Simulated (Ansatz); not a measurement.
## Property card for AlN

Theory: DFT PBE, scalar-relativistic, plane waves, PAW in Ansatz.

Plane waves to 420 eV, a k mesh through Γ of 10×10×10 on the computed 2-atom cell and Gaussian smearing (0.02 eV); no spin polarisation.

The structure is relaxed at this level of theory with its symmetry kept, and needn't be the ground state of this composition.

Space group Fm-3m (No. 225), cubic, a = 4.071 Å. Around Al lie 6 N at 2.04 Å; N is surrounded by 6 Al at 2.04 Å.

- Volume per atom: 8.43 Å³
- Formation energy from the elements' standard states (uncorrected): -1.200 eV/atom
- Kohn–Sham band gap: 4.43 eV
- Orbital (Löwdin) character of the top 1 eV of the valence band: N 2p 94 %
- Orbital (Löwdin) character of the lowest 1 eV of the conduction band: Al 3s 74 %, N 2s 8 %, Al 3p 7 %, unprojected 8 %
- Bader charge by site (e): Al (1 in the cell) 2.49, N (1 in the cell) -2.49

The cell was reached from a generator's guess, though it ends in a space group that the Crystallography Open Database lists for this formula. Kohn–Sham gaps at this level usually fall short of measured ones. Löwdin shares on free-atom orbitals overweight diffuse shells in the empty bands.
